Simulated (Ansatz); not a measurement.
**Au: pressure against volume**

Au, Fm-3m, a = 4.124 Å. Ansatz: r2SCAN, PAW, 500 eV, Γ-centred 18×18×18 mesh on 1 atom, Gaussian smearing 0.10 eV; no spin polarisation. Symmetry fixes shape and atoms, so the cell is only scaled; pressure is positive in compression.

| V (Å³/atom) | P (GPa) |
| --- | --- |
| 16.483 | 11.58 |
| 17.009 | 5.22 |
| 17.535 | 0.03 |
| 18.061 | ? |
| 18.587 | -7.56 |

Task: Take V0 = 17.535 Å³/atom, count pressures from its P0 = 0.03 GPa, fit the third-order Birch–Murnaghan form to the other rows, and predict the missing pressure.

Result: With the Eulerian strain f = ½[(V0/V)^(2/3) − 1] and y = (P − P0)/[3f(1 + 2f)^(5/2)], the form is the line y = B0 + 1.5 B0 (B0′ − 4) f. Rows (f, y): 0.02105, 165.0; 0.01026, 160.3; -0.01905, 146.4. Means f = 0.004087, y = 157.23; Σ(Δf)² = 0.0008612, ΣΔfΔy = 0.4013; the slope is their ratio. y = 155.3 + 466.0 f GPa, so B0 = 155.3 GPa and B0′ = 4 + 2 × (466.0)/(3 × 155.3) = 6.00. At V = 18.061, f = -0.00976, y = 150.75 and P = -4.17 GPa. The run gave -4.19 GPa, so the fit is 0.02 GPa too high, a small miss on the scale of the series.

Spin–orbit coupling is left out, which can shift energies with elements as heavy as these.